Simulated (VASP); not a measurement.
# AlN (P6_3mc) in VASP: settings compared

Aim: see how the results for AlN move with the level of theory and the settings. Levels: PBE, PBEsol. Tasks: single point, equation of state.

All numbers are computed with VASP 6.6.1; they aren't measurements. Logs are shortened: lines on timing, memory, paths and dates and some standing lists are left out, and cuts for length are marked.

**Experimental background.**

From “Structural and optical properties of self-assembled AlN nanowires grown on SiO2/Si substrates by molecular beam epitaxy”, 2024, arxiv:2402.00216, for a bulk crystal of AlN at 0 K: band gap 6.0343 eV (an exciton energy, a little under the gap).

The runs below are set against these values where they give the same quantity.

**1. The crystal as given**

The structure is hexagonal, space group P6_3mc (No. 186). The conventional cell has a = 3.113 Å, b = 3.113 Å, c = 4.981 Å, α = 90.00°, β = 90.00°, γ = 120.00°. Al (site symmetry 3m) has 4 N at 1.89 Å as nearest neighbours. Around N (site symmetry 3m) lie 4 Al at 1.89 Å.

**2. Single point, PBE**

INCAR reads:

```
ALGO = Normal
EDIFF = 1E-7
ENCUT = 520
GGA = PE
ISIF = 2
ISMEAR = -1
LASPH = T
LCHARG = T
LELF = T
LREAL = F
LVHAR = T
LWAVE = F
NBANDS = 16
NELM = 80
PREC = Accurate
SIGMA = 0.05
```

KPOINTS reads:

```
k-points
0
Gamma
  10 10 6
```

POSCAR reads:

```
AlN
1.0
    3.1130000000      0.0000000000      0.0000000000
   -1.5565000000      2.6959370820      0.0000000000
    0.0000000000      0.0000000000      4.9810000000
Al N
2 2
Direct
    0.6666666667      0.3333333333      0.5000000000
    0.3333333333      0.6666666667      0.0000000000
    0.6666666667      0.3333333333      0.8800000000
    0.3333333333      0.6666666667      0.3800000000
```

Potentials or basis: VASP PAW PBE potentials, release 64 (Al, N).

On the command line:

```
$ cat potpaw_PBE.64/Al/POTCAR potpaw_PBE.64/N/POTCAR > POTCAR
$ mpirun -np 1 vasp_std > vasp.out
```

OUTCAR:

```text
EDIFF = 1E-7
   ENCUT = 520
   GGA = PE
   ISIF = 2
   ISMEAR = -1
   LASPH = T
   LREAL = F
   NELM = 80
   PREC = Accurate

 ion  position               nearest neighbor table
   1  0.667  0.333  0.500-   3 1.89   4 1.89   4 1.89   4 1.89   2 3.07   2 3.07   2 3.07   2 3.07
                             2 3.07   2 3.07
   2  0.333  0.667  0.000-   4 1.89   3 1.89   3 1.89   3 1.89   1 3.07   1 3.07   1 3.07   1 3.07
                             1 3.07   1 3.07
   3  0.667  0.333  0.880-   1 1.89   2 1.89   2 1.89   2 1.89
   4  0.333  0.667  0.380-   2 1.89   1 1.89   1 1.89   1 1.89

  LATTYP: Found a hexagonal cell.
 ALAT       =     3.1130000000
 C/A-ratio  =     1.6000642467

  Lattice vectors:

 A1 = (   3.1130000000,   0.0000000000,   0.0000000000)
 A2 = (  -1.5565000000,   2.6959370820,   0.0000000000)
 A3 = (   0.0000000000,   0.0000000000,   4.9810000000)

Analysis of symmetry for initial positions (statically):
=====================================================================
 Subroutine PRICEL returns:
 Original cell was already a primitive cell.

 Routine SETGRP: Setting up the symmetry group for a
 hexagonal supercell.

 Subroutine GETGRP returns: Found 12 space group operations
 (whereof  6 operations were pure point group operations)
 out of a pool of 24 trial point group operations.

The static configuration has the point symmetry C_3v.
 The point group associated with its full space group is C_6v.

Analysis of symmetry for dynamics (positions and initial velocities):
=====================================================================
 Subroutine PRICEL returns:
 Original cell was already a primitive cell.

 Routine SETGRP: Setting up the symmetry group for a
 hexagonal supercell.

 Subroutine GETGRP returns: Found 12 space group operations
 (whereof  6 operations were pure point group operations)
 out of a pool of 24 trial point group operations.

The dynamic configuration has the point symmetry C_3v.
 The point group associated with its full space group is C_6v.

 Subroutine INISYM returns: Found 12 space group operations
 (whereof  6 operations are pure point group operations),
 and found     1 'primitive' translations

----------------------------------------------------------------------------------------

                                     Primitive cell

  volume of cell :      41.8028

  direct lattice vectors                    reciprocal lattice vectors
     3.113000000  0.000000000  0.000000000     0.321233537  0.185464269  0.000000000
    -1.556500000  2.695937082  0.000000000     0.000000000  0.370928538  0.000000000
     0.000000000  0.000000000  4.981000000     0.000000000  0.000000000  0.200762899

  length of vectors
     3.113000000  3.113000000  4.981000000     0.370928538  0.370928538  0.200762899

  position of ions in fractional coordinates (direct lattice)
     0.666666667  0.333333333  0.500000000
     0.333333333  0.666666667  0.000000000
     0.666666667  0.333333333  0.880000000
     0.333333333  0.666666667  0.380000000

  ion indices of the primitive-cell ions
   primitive index   ion index
                 1           1
                 2           2
                 3           3
                 4           4

----------------------------------------------------------------------------------------

 KPOINTS: k-points

Automatic generation of k-mesh.
 Grid dimensions read from file:
 generate k-points for:   10   10    6

 Generating k-lattice:

  Cartesian coordinates                     Fractional coordinates (reciprocal lattice)
     0.032123354  0.018546427  0.000000000     0.100000000  0.000000000  0.000000000
     0.000000000  0.037092854  0.000000000     0.000000000  0.100000000  0.000000000
     0.000000000  0.000000000  0.033460483     0.000000000  0.000000000  0.166666667

  Length of vectors
     0.037092854  0.037092854  0.033460483

  Shift w.r.t. Gamma in fractional coordinates (k-lattice)
     0.000000000  0.000000000  0.000000000

 Subroutine IBZKPT returns following result:
 ===========================================

 Found     56 irreducible k-points:

 Following reciprocal coordinates:
            Coordinates               Weight
  0.000000  0.000000  0.000000      1.000000
  0.100000 -0.000000  0.000000      6.000000
  0.200000 -0.000000  0.000000      6.000000
  0.300000 -0.000000  0.000000      6.000000
  0.400000  0.000000  0.000000      6.000000
  0.500000 -0.000000  0.000000      3.000000
[... 42 lines left out ...]
  0.100000  0.100000  0.500000      6.000000
  0.200000  0.100000  0.500000     12.000000
 [... further k-points ...]
   k-points           NKPTS =     56   k-points in BZ     NKDIM =     56   number of bands    NBANDS=     16
   number of dos      NEDOS =    301   number of ions     NIONS =      4
   total plane-waves  NPLWV =  23040
   dimension x,y,z NGX =    24 NGY =   24 NGZ =   40
   dimension x,y,z NGXF=    48 NGYF=   48 NGZF=   80
   ions per type =               2   2
   NGX,Y,Z   is equivalent  to a cutoff of  12.82, 12.82, 13.35 a.u.
   NGXF,Y,Z  is equivalent  to a cutoff of  25.63, 25.63, 26.70 a.u.
 SYSTEM =  unknown system
   PREC   = accura    normal or accurate (medium, high low for compatibility)
   ISTART =      0    job   : 0-new  1-cont  2-samecut
   ICHARG =      2    charge: 1-file 2-atom 10-const
   ISPIN  =      1    spin polarized calculation?
   LNONCOLLINEAR =      F non collinear calculations
   LSORBIT =      F    spin-orbit coupling
   LASPH  =      T    aspherical Exc in radial PAW
   ENCUT  =  520.0 eV  38.22 Ry    6.18 a.u.   5.79  5.79  9.26*2*pi/ulx,y,z
   NELM   =     80;   NELMIN=  2; NELMDL= -5     # of ELM steps
   EDIFF  = 0.1E-06   stopping-criterion for ELM
   LREAL  =      F    real-space projection
   EDIFFG = 0.1E-05   stopping-criterion for IOM
   NSW    =      0    number of steps for IOM
   IBRION =     -1    ionic relax: 0-MD 1-quasi-New 2-CG
   NFREE  =      0    steps in history (QN), initial steepest desc. (CG)
   ISIF   =      2    stress and relaxation
   ISYM   =      2    0-nonsym 1-usesym 2-fastsym
   POTIM  = 0.5000    time-step for ionic-motion
   TEBEG  =    0.0;   TEEND  =   0.0 temperature during run
   PSTRESS=    0.0 pullay stress
   NELECT =      16.0000    total number of electrons
   NUPDOWN=      -1.0000    fix difference up-down
   EMIN   =  10.00;   EMAX   =-10.00  energy-range for DOS
   EFERMI =   0.00;   METHOD = LEGACY
   ISMEAR =    -1;   SIGMA  =   0.05  broadening in eV -4-tet -1-fermi 0-gaus
   EFERMI_NEDOS =   21; number of points for ismear=-14 and -15
   IALGO  =     38    algorithm
   IMIX   =      4    mixing-type and parameters
     AMIX     =   0.40;   BMIX     =  1.00
     AMIX_MAG =   1.60;   BMIX_MAG =  1.00
  volume/ion in A,a.u.               =      10.45        70.52
  Fermi-wavevector in a.u.,A,eV,Ry     =   1.188629  2.246183 19.222843  1.412839
  Thomas-Fermi vector in A             =   2.324754
   LORBIT       =      0    0 simple, 1 ext, 2 COOP (PROOUT), +10 PAW based schemes
   GGA     = PE    functional components
[... 5 lines left out ...]
 non-spin polarized calculation
  energy-cutoff  :      520.00
  volume of cell :       41.80
 maximum number of plane-waves:      1142
 NGX is ok and might be reduce to    24
   NGX = 11   NGY = 11   NGZ = 19

 number of electron      15.9999997 magnetization

 Free energy of the ion-electron system (eV)
  ---------------------------------------------------
  ext. energy  EPLUGINS =         0.00000000
  ---------------------------------------------------
  free energy    TOTEN  =       -29.77127407 eV

  energy without entropy =      -29.77127407  energy(sigma->0) =      -29.77127407

 E-fermi :   7.1581     XC(G=0): -10.9069

 val. band max:        6.1215661571   @ k =   0.0000   0.0000   0.0000
 cond. band min:      10.3450316739   @ k =   0.0000   0.0000   0.0000
 fundamental gap:      4.2234655167
 Fermi energy:         7.1581295432

 k-point     1 :       0.0000    0.0000    0.0000
  band No.  band energies     occupation
      1      -9.0373      2.00000
      2      -6.8889      2.00000
      3       0.1488      2.00000
      4       5.2900      2.00000
      5       5.2900      2.00000
      6       5.9420      2.00000
[... 8 lines left out ...]
     15      19.2857      0.00000
     16      19.2857      0.00000

 k-point     2 :       0.1000   -0.0000    0.0000
  band No.  band energies     occupation
      1      -8.9104      2.00000
      2      -6.8176      2.00000
      3       0.2999      2.00000
      4       4.7093      2.00000
      5       5.1263      2.00000
      6       5.3731      2.00000
[... 8 lines left out ...]
     15      19.2502      0.00000
     16      19.3270      0.00000

 k-point     3 :       0.2000   -0.0000    0.0000
  band No.  band energies     occupation
      1      -8.5459      2.00000
      2      -6.6321      2.00000
      3       0.7418      2.00000
      4       3.4014      2.00000
      5       4.2664      2.00000
      6       4.7709      2.00000
[... 8 lines left out ...]
     15      18.3792      0.00000
     16      18.8700      0.00000

 k-point     4 :       0.3000   -0.0000    0.0000
  band No.  band energies     occupation
      1      -8.0010      2.00000
      2      -6.4229      2.00000
      3       1.4312      2.00000
      4       2.0456      2.00000
      5       3.1533      2.00000
      6       4.4086      2.00000
[... 8 lines left out ...]
     15      18.2193      0.00000
     16      20.1037      0.00000
[... 628 lines left out ...]
 k-point    38 :       0.4000    0.1000    0.3333
  band No.  band energies     occupation
      1      -6.9093      2.00000
      2      -6.5229      2.00000
      3       0.6006      2.00000
      4       1.1589      2.00000
      5       3.5808      2.00000
      6       4.3786      2.00000
[... 8 lines left out ...]
     15      18.9607      0.00000
     16      20.5333      0.00000

 k-point    39 :       0.2000    0.2000    0.3333
  band No.  band energies     occupation
      1      -7.4020      2.00000
      2      -6.7226      2.00000
      3       1.3936      2.00000
      4       1.8664      2.00000
      5       3.7273      2.00000
      6       3.8487      2.00000
[... 8 lines left out ...]
     15      18.3951      0.00000
     16      19.9925      0.00000

 k-point    40 :       0.3000    0.2000    0.3333
  band No.  band energies     occupation
      1      -6.9445      2.00000
      2      -6.5119      2.00000
      3       1.0653      2.00000
      4       1.4064      2.00000
      5       3.0049      2.00000
      6       3.7646      2.00000
[... 8 lines left out ...]
     15      18.8557      0.00000
     16      20.4922      0.00000

 [... further k-points ...]
[... 5 lines left out ...]
  --------------------------------------------------------------------------------------
  -------------------------------------------------------------------------------------
  Total        0.7578816      0.7578816      1.1907218      0.0000000      0.0000000      0.0000000
  in kB       29.0473526     29.0473526     45.6368312      0.0000000      0.0000000      0.0000000
  external PRESSURE =      34.5771788 kB  Pullay stress =       0.0000000 kB

 VOLUME and BASIS-vectors are now :
 -----------------------------------------------------------------------------
  energy-cutoff  :      520.00
  volume of cell :       41.80
      direct lattice vectors                 reciprocal lattice vectors
     3.113000000  0.000000000  0.000000000     0.321233537  0.185464269  0.000000000
    -1.556500000  2.695937082  0.000000000     0.000000000  0.370928538  0.000000000
     0.000000000  0.000000000  4.981000000     0.000000000  0.000000000  0.200762899

 POSITION                                       TOTAL-FORCE (eV/Angst)
 -----------------------------------------------------------------------------------
      1.55650      0.89865      2.49050        -0.000000      0.000000     -0.128866
     -0.00000      1.79729      0.00000         0.000000     -0.000000     -0.128866
      1.55650      0.89865      4.38328         0.000000      0.000000      0.128866
     -0.00000      1.79729      1.89278        -0.000000     -0.000000      0.128866
 -----------------------------------------------------------------------------------
    total drift:                               -0.000000     -0.000000      0.000367

  FREE ENERGIE OF THE ION-ELECTRON SYSTEM (eV)
  ---------------------------------------------------
  free  energy   TOTEN  =       -29.7712740706 eV

  energy  without entropy=      -29.7712740705  energy(sigma->0) =      -29.77127407
```

Run time: 21 s. Hardware: 1 thread of Intel Xeon 6975P-C (Granite Rapids), shared host; peak memory 0.16 GiB.

What came out:

| Property | Result |
| --- | --- |
| Free energy | -29.7713 eV |
| Pressure | 3.5 GPa |
| Largest force | 0.129 eV/Å |
| Band gap on the k mesh | 4.22 eV, direct |

Forces in eV/Å, atoms in the order of the input:
```
Al   0.000  0.000 -0.129
Al   0.000  0.000 -0.129
N    0.000  0.000  0.129
N    0.000  0.000  0.129
```

**3. Single point, PBE (atoms moved at random, drawn with an rms of 0.05 Å)**

INCAR reads:

```
SYSTEM = AlN
PREC = Accurate
ENCUT = 520
EDIFF = 1E-7
ISMEAR = -1
SIGMA = 0.05
LREAL = .False.
LASPH = .True.
NELM = 100
ALGO = Normal
ISIF = 2
LWAVE = .False.
LCHARG = .False.
GGA = PE
NBANDS = 16
```

KPOINTS reads:

```
regular mesh
0
Gamma
  10 10 6
  0 0 0
```

POSCAR reads:

```
AlN
1.0
    3.1130000000      0.0000000000      0.0000000000
   -1.5565000000      2.6959370820      0.0000000000
    0.0000000000      0.0000000000      4.9810000000
Al N
2 2
Direct
    0.6648880000      0.3374970000      0.5017330000
    0.3259010000      0.6703850000     -0.0061290000
    0.6406570000      0.3163710000      0.8687530000
    0.3268930000      0.6631110000      0.3751070000
```

Potentials or basis: VASP PAW PBE potentials, release 64 (Al, N).

On the command line:

```
$ cat potpaw_PBE.64/Al/POTCAR potpaw_PBE.64/N/POTCAR > POTCAR
$ mpirun -np 1 vasp_std > vasp.out
```

It took 81 s on 1 thread of Intel Xeon 6975P-C (Granite Rapids), shared host; peak memory 0.26 GiB.

The run converged. Its results:

* Free energy: -29.6989 eV
* Pressure: 4.2 GPa
* Largest force: 1.389 eV/Å
* Band gap on the k mesh: 4.24 eV, direct

Forces in eV/Å, atoms in the order of the input:
```
Al  -0.091 -0.311 -1.266
Al  -0.223 -0.787  0.148
N    0.328  0.849  1.049
N   -0.014  0.249  0.069
```

Stress tensor (GPa, compression positive):
```
 0.64 -0.89 -0.51
-0.89  3.50 -1.79
-0.51 -1.79  8.31
```

Levels at points of the mesh, in eV from the valence-band top:
```tsv
k point	band 5	band 6	band 7	band 8	band 9	band 10	band 11	band 12
(0.00, 0.00, 0.00)	-0.70	-0.12	-0.07	0.00	4.24	6.69	10.54	11.13
(0.50, 0.00, 0.00)	-3.41	-2.05	-1.65	-0.59	5.61	5.89	8.19	10.40
(0.00, 0.50, 0.00)	-3.27	-1.97	-1.87	-0.56	5.80	5.95	8.28	10.30
(0.50, 0.50, 0.00)	-3.31	-2.01	-1.81	-0.57	5.81	5.87	8.24	10.35
(0.00, 0.00, 0.50)	-0.69	-0.46	-0.35	-0.25	6.39	6.52	10.13	10.60
(0.50, 0.00, 0.50)	-1.60	-1.49	-1.31	-1.19	5.35	5.47	9.27	9.39
(0.00, 0.50, 0.50)	-1.45	-1.39	-1.26	-1.21	5.24	5.34	9.34	9.43
(0.50, 0.50, 0.50)	-1.55	-1.42	-1.25	-1.18	5.26	5.37	9.34	9.40
```

A k mesh can miss the band edges.

**4. Equation of state, PBE, 9.82 Å³/atom (volume scaled by 0.94)**

INCAR reads:

```
PREC = Accurate
ENCUT = 520
EDIFF = 1E-7
ISMEAR = -1
SIGMA = 0.05
LREAL = False
LASPH = True
NELM = 100
ALGO = Normal
ISIF = 2
LWAVE = False
LCHARG = False
GGA = PE
NBANDS = 16
```

KPOINTS reads:

```
regular mesh
0
Gamma
  10 10 6
```

POSCAR reads:

```
AlN
1.0
    3.0494515564      0.0000000000      0.0000000000
   -1.5247257782      2.6409025155      0.0000000000
    0.0000000000      0.0000000000      4.8793184075
Al N
2 2
Direct
    0.6666666667      0.3333333333      0.5000000000
    0.3333333333      0.6666666667      0.0000000000
    0.6666666667      0.3333333333      0.8800000000
    0.3333333333      0.6666666667      0.3800000000
```

Potentials or basis: VASP PAW PBE potentials, release 64 (Al, N).

On the command line:

```
$ cat potpaw_PBE.64/Al/POTCAR potpaw_PBE.64/N/POTCAR > POTCAR
$ mpirun -np 1 vasp_std > vasp.out
```

OUTCAR:

```text
PREC = Accurate
   ENCUT = 520
   EDIFF = 1E-7
   ISMEAR = -1
   LREAL = False
   LASPH = True
   NELM = 100
   ISIF = 2
   GGA = PE

 ion  position               nearest neighbor table
   1  0.667  0.333  0.500-   3 1.85   4 1.86   4 1.86   4 1.86   2 3.01   2 3.01   2 3.01   2 3.01
                             2 3.01   2 3.01
   2  0.333  0.667  0.000-   4 1.85   3 1.86   3 1.86   3 1.86   1 3.01   1 3.01   1 3.01   1 3.01
                             1 3.01   1 3.01
   3  0.667  0.333  0.880-   1 1.85   2 1.86   2 1.86   2 1.86
[... 986 lines left out ...]
 [... further k-points ...]
[... 5 lines left out ...]
  --------------------------------------------------------------------------------------
  -------------------------------------------------------------------------------------
  Total        4.3050798      4.3050798      4.6112703      0.0000000     -0.0000000     -0.0000000
  in kB      175.5328956    175.5328956    188.0173342      0.0000000     -0.0000000     -0.0000000
  external PRESSURE =     179.6943751 kB  Pullay stress =       0.0000000 kB

 VOLUME and BASIS-vectors are now :
 -----------------------------------------------------------------------------
  energy-cutoff  :      520.00
  volume of cell :       39.29
      direct lattice vectors                 reciprocal lattice vectors
     3.049451556  0.000000000  0.000000000     0.327927820  0.189329215  0.000000000
    -1.524725778  2.640902516  0.000000000     0.000000000  0.378658430  0.000000000
     0.000000000  0.000000000  4.879318407     0.000000000  0.000000000  0.204946658

 POSITION                                       TOTAL-FORCE (eV/Angst)
 -----------------------------------------------------------------------------------
      1.52473      0.88030      2.43966        -0.000000     -0.000000     -0.179368
     -0.00000      1.76060      0.00000         0.000000      0.000000     -0.179368
      1.52473      0.88030      4.29380         0.000000     -0.000000      0.179368
     -0.00000      1.76060      1.85414        -0.000000      0.000000      0.179368
 -----------------------------------------------------------------------------------
    total drift:                                0.000000      0.000000     -0.000076

  FREE ENERGIE OF THE ION-ELECTRON SYSTEM (eV)
  ---------------------------------------------------
  free  energy   TOTEN  =       -29.6078256241 eV

  energy  without entropy=      -29.6078256241  energy(sigma->0) =      -29.60782562
```

OSZICAR:

```text
N       E                     dE             d eps       ncg     rms          rms(c)
DAV:   1     0.420770598432E+02    0.42077E+02   -0.74100E+03  1792   0.903E+02
DAV:   2    -0.313457808048E+02   -0.73423E+02   -0.67237E+02  2584   0.192E+02
DAV:   3    -0.345904149729E+02   -0.32446E+01   -0.32357E+01  2256   0.408E+01
DAV:   4    -0.346088356258E+02   -0.18421E-01   -0.18419E-01  2256   0.353E+00
DAV:   5    -0.346090679015E+02   -0.23228E-03   -0.23227E-03  2288   0.397E-01    0.126E+01
DAV:   6    -0.296100875316E+02    0.49990E+01   -0.10653E+01  2128   0.241E+01    0.435E+00
DAV:   7    -0.296200428864E+02   -0.99554E-02   -0.75934E-01  2000   0.614E+00    0.305E+00
DAV:   8    -0.296117991765E+02    0.82437E-02   -0.56063E-02  1968   0.215E+00    0.508E-01
DAV:   9    -0.296073212096E+02    0.44780E-02   -0.11750E-02  2352   0.804E-01    0.232E-01
DAV:  10    -0.296078964154E+02   -0.57521E-03   -0.20193E-03  1952   0.286E-01    0.123E-01
DAV:  11    -0.296078231391E+02    0.73276E-04   -0.16965E-04  2048   0.101E-01    0.286E-02
DAV:  12    -0.296078258118E+02   -0.26727E-05   -0.10127E-05  2112   0.254E-02    0.700E-03
DAV:  13    -0.296078256159E+02    0.19587E-06   -0.35037E-06  2104   0.148E-02    0.465E-03
DAV:  14    -0.296078256241E+02   -0.81579E-08   -0.26874E-07  1992   0.444E-03
   1 F= -.29607826E+02 E0= -.29607826E+02  d E =-.143560E-10
```

Wall time 14 s (1 thread of Intel Xeon 6975P-C (Granite Rapids), shared host); peak memory 0.15 GiB.

What came out:

```yaml
Free_energy: -29.6078 eV
Pressure: 18.0 GPa
Largest_force: 0.179 eV/Å
Band_gap_on_the_k_mesh: 4.78 eV, direct
```

(Part 1 of 2 ends here.)
